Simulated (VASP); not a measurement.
# PtSe2 (C2/m) in VASP: notebook, part 3 of 3

VASP 6.6.1. Earlier steps stand in the parts before.

### Step 6. Single point, LDA+U, collinear spin, ferromagnetic start

The input, INCAR:

```
ALGO = Fast
EDIFF = 1E-7
ENCUT = 520
GGA = CA
ISIF = 2
ISMEAR = 0
ISPIN = 2
LASPH = True
LCHARG = True
LDAU = True
LDAUJ = 0 0
LDAUL = 2 -1
LDAUPRINT = 1
LDAUTYPE = 2
LDAUU = 4 0
LELF = True
LMAXMIX = 4
LORBIT = 11
LREAL = False
LVHAR = True
LWAVE = False
MAGMOM = 0.5 0 0
NBANDS = 22
NELM = 60
NUPDOWN = 1
PREC = Accurate
SIGMA = 0.05
```

The input, KPOINTS:

```
k-points
0
Gamma
  6 6 4
```

The input, POSCAR:

```
PtSe2
1.0
    3.2802082100     -2.0108328800      0.0000000000
    3.2802082100      2.0108328800      0.0000000000
   -0.0032294100      0.0000000000      4.6257814300
Pt Se
1 2
Direct
    0.0000000000      0.0000000000      0.0000000000
    0.6879000000      0.6879000000      0.2889000000
    0.3121000000      0.3121000000      0.7111000000
```

Potentials or basis: VASP PAW LDA potentials, release 64 (Pt, Se).

Command:

```sh
> cat potpaw_LDA.64/Pt/POTCAR potpaw_LDA.64/Se/POTCAR > POTCAR
> mpirun -np 1 vasp_std > vasp.out
```

OUTCAR:

```text
EDIFF = 1E-7
   ENCUT = 520
   GGA = CA
   ISIF = 2
   ISMEAR = 0
   ISPIN = 2
   LASPH = True
   LORBIT = 11
   LREAL = False
   NELM = 60
   NUPDOWN = 1
   PREC = Accurate

 ion  position               nearest neighbor table
   1  0.000  0.000  0.000-   2 2.45   3 2.45   2 2.71   2 2.71   3 2.71   3 2.71
   2  0.688  0.688  0.289-   1 2.45   1 2.71   1 2.71
   3  0.312  0.312  0.711-   1 2.45   1 2.71   1 2.71

  LATTYP: Found a base centered monoclinic cell.
 ALAT       =     6.5604164200
 B/A-ratio  =     0.6130198912
 C/A-ratio  =     0.7051050210
 COS(beta)  =    -0.0006981327

  Lattice vectors:

[... 1461 lines left out ...]
  energy-cutoff  :      520.00
  volume of cell :       61.02
      direct lattice vectors                 reciprocal lattice vectors
     3.280208210 -2.010832880  0.000000000     0.152429348 -0.248653185  0.000106416
     3.280208210  2.010832880  0.000000000     0.152429348  0.248653185  0.000106416
    -0.003229410  0.000000000  4.625781430     0.000000000  0.000000000  0.216179691

 POSITION                                       TOTAL-FORCE (eV/Angst)
 -----------------------------------------------------------------------------------
      0.00000      0.00000      0.00000         0.000000      0.000000      0.000000
      4.51198      0.00000      1.33639        -0.404742      0.000000     -0.947340
      2.04521      0.00000      3.28939         0.404742      0.000000      0.947340
 -----------------------------------------------------------------------------------
    total drift:                                0.000000      0.000000      0.000000

  FREE ENERGIE OF THE ION-ELECTRON SYSTEM (eV)
  ---------------------------------------------------
  free  energy   TOTEN  =       -13.5383989929 eV

  energy  without entropy=      -13.5369048864  energy(sigma->0) =      -13.53765194

 total charge

# of ion       s       p       d       tot
------------------------------------------
    1        0.611   0.500   8.379   9.490
    2        1.503   2.140   0.062   3.705
    3        1.503   2.140   0.062   3.705
--------------------------------------------------
tot          3.617   4.780   8.503  16.900

 magnetization (x)

# of ion       s       p       d       tot
------------------------------------------
    1        0.015   0.032   0.329   0.375
    2        0.018   0.183   0.006   0.206
    3        0.018   0.183   0.006   0.206
--------------------------------------------------
tot          0.050   0.398   0.340   0.788
```

OSZICAR:

```text
N       E                     dE             d eps       ncg     rms          rms(c)
DAV:   1     0.107375970834E+03    0.10738E+03   -0.95538E+03  4176   0.858E+02
DAV:   2    -0.857126179747E+01   -0.11595E+03   -0.11061E+03  4910   0.186E+02
DAV:   3    -0.135732481585E+02   -0.50020E+01   -0.49597E+01  5100   0.371E+01
DAV:   4    -0.136076063748E+02   -0.34358E-01   -0.34353E-01  4628   0.344E+00
DAV:   5    -0.136079816591E+02   -0.37528E-03   -0.37528E-03  5114   0.364E-01    0.128E+01
RMM:   6    -0.135430356960E+02    0.64946E-01   -0.40237E-01  4143   0.346E+00    0.643E+00
RMM:   7    -0.135364682712E+02    0.65674E-02   -0.75570E-02  4170   0.152E+00    0.288E+00
RMM:   8    -0.135364174061E+02    0.50865E-04   -0.43044E-02  4320   0.124E+00    0.464E-01
RMM:   9    -0.135374738850E+02   -0.10565E-02   -0.30739E-03  4658   0.376E-01    0.276E-01
RMM:  10    -0.135382096519E+02   -0.73577E-03   -0.11917E-03  4614   0.232E-01    0.106E-01
RMM:  11    -0.135383624546E+02   -0.15280E-03   -0.17358E-04  4837   0.968E-02    0.536E-02
RMM:  12    -0.135383927508E+02   -0.30296E-04   -0.40180E-05  4863   0.451E-02    0.235E-02
RMM:  13    -0.135383987592E+02   -0.60084E-05   -0.13536E-05  4883   0.259E-02    0.764E-03
RMM:  14    -0.135383989694E+02   -0.21023E-06   -0.14173E-06  4978   0.790E-03    0.320E-03
RMM:  15    -0.135383989929E+02   -0.23472E-07   -0.32873E-07  4054   0.348E-03
   1 F= -.13538399E+02 E0= -.13537652E+02  d E =-.149411E-02  mag=     1.0000
```

Wall time 53 s (1 thread of Intel Xeon 6975P-C (Granite Rapids), shared host); peak memory 0.23 GiB.

What came out:

| Item | Value |
| --- | --- |
| Free energy | -13.5384 eV |
| Pressure | -9.6 GPa |
| Largest force | 1.030 eV/Å |
| Net moment | 1.00 μB per cell |
| Site moments | Pt +0.38; Se +0.21 μB |
| Valence electrons inside the program's atomic spheres | Pt 9.49; Se 3.71 |

Forces in eV/Å, atoms in the order of the input:
```
Pt   0.000  0.000  0.000
Se  -0.405  0.000 -0.947
Se   0.405  0.000  0.947
```

Stress tensor (GPa, compression positive):
```
 -8.04   0.00  -3.34
  0.00 -14.40   0.00
 -3.34   0.00  -6.48
```

Eigenvalues of the final occupation matrices:
```csv
site,spin,trace,eigenvalues
site 1 d,1,4.38,0.76 0.86 0.92 0.92 0.92
site 1 d,2,4.05,0.67 0.67 0.90 0.91 0.91
```

Caveat: the total moment is fixed, so each spin has its own Fermi level; forces of over 1 eV/Å show positions far from the minimum, so gaps and moduli don't describe the material at rest.

### Step 7. Overview

| spin | fixed moment (μB) | gap on the mesh (eV) | pressure (GPa) | moment (μB) | largest force (eV/Å) |
| --- | --- | --- | --- | --- | --- |
| collinear, ferromagnetic start | - | none | -11.1 | 0.00 | 1.13 |
| collinear, random start | - | none | -11.1 | 0.00 | 1.13 |
| collinear, ferromagnetic start | 1 | - | -9.6 | 1.00 | 1.03 |

Alike in all rows: task single point; level LDA+U; potentials or basis VASP PAW LDA potentials, release 64 (Pt, Se); Pt d U = 4 eV; cell as given; k mesh 6 × 6 × 4; cutoff (eV) 520; smearing gaussian 0.05 eV.

Caveats: forces of over 1 eV/Å show positions far from the minimum, so gaps and moduli don't describe the material at rest; the total moment is fixed, so each spin has its own Fermi level (some runs).

Total energies depend on the potentials used, so only differences within one code and one set of settings carry meaning.
